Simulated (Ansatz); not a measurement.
Pd, 1 atom in the cell. The structure is cubic, space group Fm-3m (No. 225). Conventional cell: a = 3.893 Å, b = 3.893 Å, c = 3.893 Å, α = 90.00°, β = 90.00°, γ = 90.00°. Around Pd (site symmetry m-3m) lie 12 Pd at 2.75 Å. 

* Program: Ansatz 0.2.0
* Task: band structure
* Functional: RPBE
* Potentials or basis: all-electron LAPW, scalar-relativistic
* Cutoff: 267 eV (chosen from the basis error)
* Basis error allowed: 0.001 eV/atom
* k mesh: 12 × 12 × 12
* Occupations: fermi-dirac, width 0.05 eV
* Spin: no spin polarisation

Potentials or basis: all-electron LAPW, scalar-relativistic.

Launch:

```console
$ ansatz run input.yaml --threads 1 --pin off --max-ram 3072MiB --backend cpu --events-out ev --progress --plain --runs-dir out
```

Hardware: 1 thread of Arm Neoverse V1 (shared host).

Question: How long does it take, and how much memory?

Answer: It took 8.6 s on 1 thread of Arm Neoverse V1, on a shared host, peak memory 0.27 GiB. Counts: scf iterations 7, plane waves 137, k points 72, bands 18.
